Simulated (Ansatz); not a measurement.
**A sublattice moved along a line in WSe₂**

These are results of DFT PBEsol, scalar-relativistic, plane waves, PAW (Ansatz), not measurements. The runs took a 420 eV cutoff, a Γ-centred 12×12×2 mesh and Gaussian smearing (0.05 eV). Spin–orbit coupling is left out, which can shift energies with elements as heavy as these. No spin polarisation. Energies are free energies at this smearing, counted from the undisturbed cell; pressure is positive in compression.

The undisturbed cell (relaxed at this level; this form isn't the usual structure):

```
W Se
1.0
     3.27025    0.00000    0.00000
    -1.63513    2.83212    0.00000
     0.00000    0.00000   16.66122
W Se
1 2
Cartesian
  -1.6351 2.8321 0.0000
  0.0000 1.8881 1.6728
  0.0000 1.8881 14.9884
```

The cell holds layers and no dispersion correction was added, so their binding is poorly described.

Every W atom is moved by x along the Cartesian unit vector (0.000, 0.000, 1.000); the cell and all other atoms stay fixed.

```csv
x (Å),ΔE (meV/cell)
-0.1000,148.3
-0.0500,37.1
0.0000,0.0
0.0125,2.3
0.0250,9.3
0.0375,20.9
0.0625,58.0
0.0750,83.5
0.0875,113.6
```

Problem. Predict the pressure (GPa) at each point.

Solution.
```csv
x (Å),pressure (GPa)
-0.1000,0.3
-0.0500,0.1
0.0000,0.0
0.0125,0.0
0.0250,0.0
0.0375,0.0
0.0625,0.1
0.0750,0.2
0.0875,0.3
```